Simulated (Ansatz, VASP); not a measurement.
# One calculation of Te, two programs

```
Te
1.0
     3.01868    0.00000    0.00000
     0.00000    3.01868    0.00000
     0.00000    0.00000    3.01868
Te
1
Direct
  0.00000 0.00000 0.00000
```

Change from the starting cell: volume scaled by 0.88, LAPW.

Alike in both runs: task single point; functional PBEsol; k mesh 13 × 13 × 13; occupations fermi-dirac, width 0.08 eV; no spin polarisation.

|  | VASP | Ansatz |
| --- | --- | --- |
| version | VASP 6.6.1 | Ansatz 0.2.0 |
| potentials or method | VASP PAW PBE potentials, release 64 (Te), cutoff 520 eV | all-electron LAPW, scalar-relativistic |

```tsv
	VASP	Ansatz	Ansatz less VASP
pressure (GPa)	10.2	10.1	-0.15
```

Ansatz ran all-electron here, so the differences hold the error of VASP's frozen core and of both bases.

Caveats: the PAW data sets were made with another functional, which shifts forces and pressure a little (VASP). Spin-orbit coupling is left out, which matters for the levels of Te.
